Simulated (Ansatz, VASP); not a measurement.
**MgTe: VASP beside Ansatz**

File INCAR:

```
SYSTEM = MgTe
ALGO     = Normal         ! electronic algorithm
EDIFF    = 1E-7           ! SCF threshold, eV
ENCUT    = 520            ! plane-wave cutoff, eV
GGA      = PE             ! functional
ISIF     = 2              ! what is computed and relaxed
ISMEAR   = -1             ! smearing method
LASPH    = .TRUE.         ! aspherical terms in the spheres
LCHARG   = .FALSE.        ! write CHGCAR
LREAL    = .FALSE.        ! projectors in reciprocal space
LWAVE    = .FALSE.        ! write WAVECAR
NBANDS   = 11             ! bands
NELM     = 100            ! most SCF steps
PREC     = Accurate       ! precision mode
SIGMA    = 0.05           ! smearing width, eV
```

File KPOINTS:

```
k-points
0
G
  7 7 7
  0 0 0
```

POSCAR

```
MgTe
1.0
    0.0000000000      3.2534034134      3.2534034134
    3.2534034134      0.0000000000      3.2534034134
    3.2534034134      3.2534034134      0.0000000000
Te Mg
1 1
Direct
    0.2500000000      0.2500000000      0.2500000000
    0.0000000000      0.0000000000      0.0000000000
```

input.yaml

```yaml
crystal:
  lattice:
    - [0.0, 3.2534034134, 3.2534034134]
    - [3.2534034134, 0.0, 3.2534034134]
    - [3.2534034134, 3.2534034134, 0.0]
  atoms:
    - { symbol: Te, position: [0.25, 0.25, 0.25] }
    - { symbol: Mg, position: [0.0, 0.0, 0.0] }
hamiltonian:
  xc: pbe
  pseudopotentials: { kind: paw }
kpoints:
  mp_grid: { grid: [7, 7, 7] }
scf:
  occupations: { method: fermi_dirac, width: 0.05 }
output:
  forces: true
  stress: true
  eigenvalues: true
```

Change from the starting cell: volume scaled by 1.02.

Alike in both runs: task single point; functional PBE; k mesh 7 × 7 × 7; occupations fermi-dirac, width 0.05 eV; no spin polarisation.

|  | VASP | Ansatz |
| --- | --- | --- |
| version | VASP 6.6.1 | Ansatz 0.2.0 |
| potentials or method | VASP PAW PBE potentials, release 64 (Te, Mg) | Ansatz PAW |
| plane-wave cutoff (eV) | 520 | 420 |
| valence electrons in the cell | 8 | 26 |

VASP gave:

```
gap on the k mesh at the Fermi level (eV) : 2.32
least direct gap on the mesh (eV)         : 2.32
pressure (GPa)                            : 0.0
```

Task: What did Ansatz give for the same quantities?

Result: gap on the k mesh at the Fermi level (eV): 2.33; least direct gap on the mesh (eV): 2.33; pressure (GPa): 0.0.

The two sets of potentials don't hold the same shells in valence.

Caveats: spin-orbit coupling is left out, which moves the levels of the heavy elements; odd divisions of the mesh miss points on the zone boundary, where band edges often lie, so the gap on the mesh can be too wide (Ansatz).
